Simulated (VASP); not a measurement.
Set up this calculation in VASP 6.6.1, as the native input.

```
Task                   : single point
Functional             : PBEsol
Potentials or basis    : VASP PAW PBE potentials, release 64 (Ir)
Cutoff                 : 520 eV
k mesh                 : 12 × 12 × 12
Occupations            : fermi-dirac, width 0.05 eV
Spin                   : no spin polarisation
Ladder                 : free
Further INCAR settings : ALGO = Normal; EDIFF = 1e-07; NBANDS = 10
```

The structure of Ir lies in POSCAR:

```
Ir
1.0
    0.0000000000      1.9156000000      1.9156000000
    1.9156000000      0.0000000000      1.9156000000
    1.9156000000      1.9156000000      0.0000000000
Ir
1
Direct
    0.0000000000      0.0000000000      0.0000000000
```

One way to write it, as run:

INCAR

```
SYSTEM = Ir
PREC     = Accurate       ! precision mode
ENCUT    = 520            ! plane-wave cutoff, eV
EDIFF    = 1E-7           ! SCF threshold, eV
ISMEAR   = -1             ! smearing method
SIGMA    = 0.05           ! smearing width, eV
LREAL    = .FALSE.        ! projectors in reciprocal space
LASPH    = .TRUE.         ! aspherical terms in the spheres
NELM     = 80             ! most SCF steps
ALGO     = Normal         ! electronic algorithm
ISIF     = 2              ! what is computed and relaxed
LWAVE    = .FALSE.        ! write WAVECAR
LCHARG   = .FALSE.        ! write CHGCAR
GGA      = PS             ! functional
NBANDS   = 10             ! bands
```

KPOINTS

```
Automatic mesh
0
G
  12 12 12
  0 0 0
```

Potentials or basis: VASP PAW PBE potentials, release 64 (Ir).

Command:

```console
$ cat potpaw_PBE.64/Ir/POTCAR > POTCAR
$ mpirun -np 1 vasp_std > vasp.out
```

Results of the run:

```
Pressure               : 0.3 GPa
Band gap on the k mesh : none (metal or under the smearing width)
```

Caveat: the PAW data sets were made with another functional, which shifts forces and pressure a little.

It took 5.6 s on 1 thread of AMD EPYC 9R45 96-Core Processor (Zen 5) (shared host), peak memory 0.1 GiB.
